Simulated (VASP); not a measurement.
# MgTe (P6_3mc) in VASP: single point with LDA

Aim: the single point of MgTe with LDA.

Program: VASP 6.6.1. These are calculated values, not measurements. Logs are shortened: lines on timing, memory, paths and dates and some standing lists are left out, and cuts for length are marked.

**1. Starting point**

Symmetry: P6_3mc, No. 186, hexagonal system. The conventional cell has a = 4.540 Å, b = 4.540 Å, c = 7.395 Å, α = 90.00°, β = 90.00°, γ = 120.00°. Around Mg (site symmetry 3m) lie 4 Te at 2.74 to 2.79 Å. Around Te (site symmetry 3m) lie 4 Mg at 2.74 to 2.79 Å.

**2. Single point, LDA**

Contents of INCAR:

```
ALGO = Normal
EDIFF = 1E-7
ENCUT = 520
GGA = CA
ISIF = 2
ISMEAR = 0
LASPH = True
LCHARG = False
LREAL = False
LWAVE = False
NBANDS = 16
NELM = 100
PREC = Accurate
SIGMA = 0.05
```

Contents of KPOINTS:

```
k-points
0
Gamma
  9 9 4
```

Contents of POSCAR:

```
MgTe
1.0
    4.5400020208      0.0000000000      0.0000000000
   -2.2700010104      3.9317570832      0.0000000000
    0.0000000000      0.0000000000      7.3950000000
Mg Te
2 2
Direct
    0.3333333333      0.6666666667      0.0000000000
    0.6666666667      0.3333333333      0.5000000000
    0.3333333333      0.6666666667      0.3700000000
    0.6666666667      0.3333333333      0.8700000000
```

Potentials or basis: VASP PAW LDA potentials, release 64 (Mg, Te).

Command:

```bash
> cat potpaw_LDA.64/Mg/POTCAR potpaw_LDA.64/Te/POTCAR > POTCAR
> mpirun -np 1 vasp_std > vasp.out
```

OUTCAR:

```text
EDIFF = 1E-7
   ENCUT = 520
   GGA = CA
   ISIF = 2
   ISMEAR = 0
   LASPH = True
   LREAL = False
   NELM = 100
   PREC = Accurate

 ion  position               nearest neighbor table
   1  0.333  0.667  0.000-   3 2.74   4 2.79   4 2.79   4 2.79
   2  0.667  0.333  0.500-   4 2.74   3 2.79   3 2.79   3 2.79
   3  0.333  0.667  0.370-   1 2.74   2 2.79   2 2.79   2 2.79
   4  0.667  0.333  0.870-   2 2.74   1 2.79   1 2.79   1 2.79

  LATTYP: Found a hexagonal cell.
 ALAT       =     4.5400020208
 C/A-ratio  =     1.6288539005

  Lattice vectors:

 A1 = (   4.5400020208,   0.0000000000,   0.0000000000)
 A2 = (  -2.2700010104,   3.9317570832,   0.0000000000)
 A3 = (   0.0000000000,   0.0000000000,   7.3950000000)

Analysis of symmetry for initial positions (statically):
=====================================================================
 Subroutine PRICEL returns:
 Original cell was already a primitive cell.

 Routine SETGRP: Setting up the symmetry group for a
 hexagonal supercell.

 Subroutine GETGRP returns: Found 12 space group operations
 (whereof  6 operations were pure point group operations)
 out of a pool of 24 trial point group operations.

The static configuration has the point symmetry C_3v.
 The point group associated with its full space group is C_6v.

Analysis of symmetry for dynamics (positions and initial velocities):
=====================================================================
 Subroutine PRICEL returns:
 Original cell was already a primitive cell.

 Routine SETGRP: Setting up the symmetry group for a
 hexagonal supercell.

 Subroutine GETGRP returns: Found 12 space group operations
 (whereof  6 operations were pure point group operations)
 out of a pool of 24 trial point group operations.

The dynamic configuration has the point symmetry C_3v.
 The point group associated with its full space group is C_6v.

 Subroutine INISYM returns: Found 12 space group operations
 (whereof  6 operations are pure point group operations),
 and found     1 'primitive' translations

----------------------------------------------------------------------------------------

                                     Primitive cell

  volume of cell :     132.0021

  direct lattice vectors                    reciprocal lattice vectors
     4.540002021  0.000000000  0.000000000     0.220264219  0.127169606  0.000000000
    -2.270001010  3.931757083  0.000000000     0.000000000  0.254339212  0.000000000
     0.000000000  0.000000000  7.395000000     0.000000000  0.000000000  0.135226504

  length of vectors
     4.540002021  4.540002021  7.395000000     0.254339212  0.254339212  0.135226504

  position of ions in fractional coordinates (direct lattice)
     0.333333333  0.666666667  0.000000000
     0.666666667  0.333333333  0.500000000
     0.333333333  0.666666667  0.370000000
     0.666666667  0.333333333  0.870000000

  ion indices of the primitive-cell ions
   primitive index   ion index
                 1           1
                 2           2
                 3           3
                 4           4

----------------------------------------------------------------------------------------

 KPOINTS: k-points

Automatic generation of k-mesh.
 Grid dimensions read from file:
 generate k-points for:    9    9    4

 Generating k-lattice:

  Cartesian coordinates                     Fractional coordinates (reciprocal lattice)
     0.024473802  0.014129956  0.000000000     0.111111111  0.000000000  0.000000000
     0.000000000  0.028259912  0.000000000     0.000000000  0.111111111  0.000000000
     0.000000000  0.000000000  0.033806626     0.000000000  0.000000000  0.250000000

  Length of vectors
     0.028259912  0.028259912  0.033806626

  Shift w.r.t. Gamma in fractional coordinates (k-lattice)
     0.000000000  0.000000000  0.000000000

 Subroutine IBZKPT returns following result:
 ===========================================

 Found     36 irreducible k-points:

 Following reciprocal coordinates:
            Coordinates               Weight
  0.000000  0.000000  0.000000      1.000000
  0.111111  0.000000  0.000000      6.000000
  0.222222 -0.000000  0.000000      6.000000
  0.333333 -0.000000  0.000000      6.000000
  0.444444 -0.000000  0.000000      6.000000
  0.111111  0.111111  0.000000      6.000000
[... 16 lines left out ...]
  0.333333  0.222222  0.250000     24.000000
  0.333333  0.333333  0.250000      4.000000
 [... further k-points ...]
   k-points           NKPTS =     36   k-points in BZ     NKDIM =     36   number of bands    NBANDS=     16
   number of dos      NEDOS =    301   number of ions     NIONS =      4
   total plane-waves  NPLWV =  72576
   dimension x,y,z NGX =    36 NGY =   36 NGZ =   56
   dimension x,y,z NGXF=    72 NGYF=   72 NGZF=  112
   ions per type =               2   2
   NGX,Y,Z   is equivalent  to a cutoff of  13.18, 13.18, 12.59 a.u.
   NGXF,Y,Z  is equivalent  to a cutoff of  26.36, 26.36, 25.18 a.u.
 SYSTEM =  unknown system
   PREC   = accura    normal or accurate (medium, high low for compatibility)
   ISTART =      0    job   : 0-new  1-cont  2-samecut
   ICHARG =      2    charge: 1-file 2-atom 10-const
   ISPIN  =      1    spin polarized calculation?
   LNONCOLLINEAR =      F non collinear calculations
   LSORBIT =      F    spin-orbit coupling
   LASPH  =      T    aspherical Exc in radial PAW
   ENCUT  =  520.0 eV  38.22 Ry    6.18 a.u.   8.44  8.44 13.75*2*pi/ulx,y,z
   NELM   =    100;   NELMIN=  2; NELMDL= -5     # of ELM steps
   EDIFF  = 0.1E-06   stopping-criterion for ELM
   LREAL  =      F    real-space projection
   EDIFFG = 0.1E-05   stopping-criterion for IOM
   NSW    =      0    number of steps for IOM
   IBRION =     -1    ionic relax: 0-MD 1-quasi-New 2-CG
   NFREE  =      0    steps in history (QN), initial steepest desc. (CG)
   ISIF   =      2    stress and relaxation
   ISYM   =      2    0-nonsym 1-usesym 2-fastsym
   POTIM  = 0.5000    time-step for ionic-motion
   TEBEG  =    0.0;   TEEND  =   0.0 temperature during run
   PSTRESS=    0.0 pullay stress
   NELECT =      16.0000    total number of electrons
   NUPDOWN=      -1.0000    fix difference up-down
   EMIN   =  10.00;   EMAX   =-10.00  energy-range for DOS
   EFERMI =   0.00;   METHOD = LEGACY
   ISMEAR =     0;   SIGMA  =   0.05  broadening in eV -4-tet -1-fermi 0-gaus
   EFERMI_NEDOS =   21; number of points for ismear=-14 and -15
   IALGO  =     38    algorithm
   IMIX   =      4    mixing-type and parameters
     AMIX     =   0.40;   BMIX     =  1.00
     AMIX_MAG =   1.60;   BMIX_MAG =  1.00
  volume/ion in A,a.u.               =      33.00       222.70
  Fermi-wavevector in a.u.,A,eV,Ry     =   0.810192  1.531041  8.931011  0.656411
  Thomas-Fermi vector in A             =   1.919322
   LORBIT       =      0    0 simple, 1 ext, 2 COOP (PROOUT), +10 PAW based schemes
   GGA     = CA    functional components
   LHFCALC =     F    Hartree Fock is set to
   AEXX    =    0.0000 exact exchange contribution
   IVDW    =     0    specifies the selected vdW correction
   LEPSILON=     F    determine dielectric tensor
   LRPA    =     F    only Hartree local field effects (RPA)
 non-spin polarized calculation
 Gauss-broadening in eV      SIGMA  =   0.05
  energy-cutoff  :      520.00
  volume of cell :      132.00
 maximum number of plane-waves:      3592
 NGX is ok and might be reduce to    36
   NGX = 17   NGY = 17   NGZ = 27

 number of electron      16.0000002 magnetization

 Free energy of the ion-electron system (eV)
  ---------------------------------------------------
  ext. energy  EPLUGINS =         0.00000000
  ---------------------------------------------------
  free energy    TOTEN  =       -14.60261614 eV

  energy without entropy =      -14.60261614  energy(sigma->0) =      -14.60261614

 E-fermi :   2.1243     XC(G=0):  -8.2165

 val. band max:        1.9236712578   @ k =   0.0000   0.0000   0.0000
 cond. band min:       4.2465618171   @ k =   0.0000   0.0000   0.0000
 fundamental gap:      2.3228905593
 Fermi energy:         2.1242828699

 k-point     1 :       0.0000    0.0000    0.0000
  band No.  band energies     occupation
      1      -8.4482      2.00000
      2      -7.8134      2.00000
      3      -1.5179      2.00000
      4       1.4205      2.00000
      5       1.4205      2.00000
      6       1.8283      2.00000
[... 8 lines left out ...]
     15       8.1461      0.00000
     16       9.0672      0.00000

 k-point     2 :       0.1111    0.0000    0.0000
  band No.  band energies     occupation
      1      -8.3934      2.00000
      2      -7.7831      2.00000
      3      -1.4371      2.00000
      4       0.9535      2.00000
      5       1.2997      2.00000
      6       1.3881      2.00000
[... 8 lines left out ...]
     15       8.4156      0.00000
     16       8.4271      0.00000

 k-point     3 :       0.2222   -0.0000    0.0000
  band No.  band energies     occupation
      1      -8.2426      2.00000
      2      -7.7088      2.00000
      3      -1.2163      2.00000
      4       0.1044      2.00000
      5       0.5049      2.00000
      6       1.0450      2.00000
[... 8 lines left out ...]
     15       8.5152      0.00000
     16       8.9035      0.00000

 k-point     4 :       0.3333   -0.0000    0.0000
  band No.  band energies     occupation
      1      -8.0397      2.00000
      2      -7.6370      2.00000
      3      -1.0264      2.00000
      4      -0.4897      2.00000
      5      -0.2090      2.00000
      6       0.8074      2.00000
[... 8 lines left out ...]
     15       8.8226      0.00000
     16       9.7573      0.00000

 k-point     5 :       0.4444   -0.0000    0.0000
  band No.  band energies     occupation
      1      -7.8687      2.00000
      2      -7.6161      2.00000
      3      -1.2186      2.00000
      4      -0.7181      2.00000
      5      -0.2467      2.00000
      6       0.6713      2.00000
[... 8 lines left out ...]
     15       9.0240      0.00000
     16      10.1948      0.00000

 k-point     6 :       0.1111    0.1111    0.0000
  band No.  band energies     occupation
      1      -8.2904      2.00000
      2      -7.7307      2.00000
      3      -1.2848      2.00000
      4       0.4208      2.00000
      5       0.6243      2.00000
      6       1.1701      2.00000
[... 8 lines left out ...]
     15       8.1624      0.00000
     16       8.5204      0.00000
[... 267 lines left out ...]
 k-point    21 :       0.4444    0.1111    0.2500
  band No.  band energies     occupation
      1      -7.7853      2.00000
      2      -7.6460      2.00000
      3      -1.3173      2.00000
      4      -1.0070      2.00000
      5       0.1797      2.00000
      6       0.6079      2.00000
[... 8 lines left out ...]
     15       9.6353      0.00000
     16      10.4685      0.00000

 k-point    22 :       0.2222    0.2222    0.2500
  band No.  band energies     occupation
      1      -7.8909      2.00000
      2      -7.6635      2.00000
      3      -1.0533      2.00000
      4      -0.7399      2.00000
      5       0.2606      2.00000
      6       0.2699      2.00000
[... 8 lines left out ...]
     15       8.4592      0.00000
     16       9.3590      0.00000

 k-point    23 :       0.3333    0.2222    0.2500
  band No.  band energies     occupation
      1      -7.7564      2.00000
      2      -7.6415      2.00000
      3      -1.1258      2.00000
      4      -0.9293      2.00000
      5      -0.1157      2.00000
      6       0.4887      2.00000
[... 8 lines left out ...]
     15       9.3467      0.00000
     16       9.5942      0.00000

 k-point    24 :       0.3333    0.3333    0.2500
  band No.  band energies     occupation
      1      -7.6716      2.00000
      2      -7.6716      2.00000
      3      -0.9658      2.00000
      4      -0.9658      2.00000
      5      -0.4188      2.00000
      6       0.3044      2.00000
[... 8 lines left out ...]
     15       9.5448      0.00000
     16       9.7524      0.00000

 [... further k-points ...]

------------------------ aborting loop because EDIFF is reached ----------------------------------------

  FORCE on cell =-STRESS in cart. coord.  units (eV):
  Direction    XX          YY          ZZ          XY          YZ          ZX
  --------------------------------------------------------------------------------------
  -------------------------------------------------------------------------------------
  Total       -0.9567659     -0.9567659     -0.0946405      0.0000000      0.0000000      0.0000000
  in kB      -11.6127582    -11.6127582     -1.1487006      0.0000000      0.0000000      0.0000000
  external PRESSURE =      -8.1247390 kB  Pullay stress =       0.0000000 kB

 VOLUME and BASIS-vectors are now :
 -----------------------------------------------------------------------------
  energy-cutoff  :      520.00
  volume of cell :      132.00
      direct lattice vectors                 reciprocal lattice vectors
     4.540002021  0.000000000  0.000000000     0.220264219  0.127169606  0.000000000
    -2.270001010  3.931757083  0.000000000     0.000000000  0.254339212  0.000000000
     0.000000000  0.000000000  7.395000000     0.000000000  0.000000000  0.135226504

 POSITION                                       TOTAL-FORCE (eV/Angst)
 -----------------------------------------------------------------------------------
     -0.00000      2.62117      0.00000         0.000000     -0.000000     -0.207720
      2.27000      1.31059      3.69750        -0.000000      0.000000     -0.207720
     -0.00000      2.62117      2.73615        -0.000000     -0.000000      0.207720
      2.27000      1.31059      6.43365         0.000000     -0.000000      0.207720
 -----------------------------------------------------------------------------------
    total drift:                               -0.000000     -0.000000      0.000565

  FREE ENERGIE OF THE ION-ELECTRON SYSTEM (eV)
  ---------------------------------------------------
  free  energy   TOTEN  =       -14.6026161401 eV

  energy  without entropy=      -14.6026161400  energy(sigma->0) =      -14.60261614
```

Wall time 32 s (1 thread of Intel Xeon 6975P-C (Granite Rapids), shared host); peak memory 0.25 GiB.

Results:

| Property | Result |
| --- | --- |
| Free energy | -14.6026 eV |
| Pressure | -0.8 GPa |
| Largest force | 0.208 eV/Å |
| Band gap on the k mesh | 2.32 eV, direct |

Forces on the atoms (eV/Å):
```
Mg   0.000  0.000 -0.208
Mg   0.000  0.000 -0.208
Te   0.000  0.000  0.208
Te   0.000  0.000  0.208
```

Caveat: spin-orbit coupling is left out, which moves the levels of the heavy elements. A hybrid or GW would open this gap; LDA tends to underestimate it.
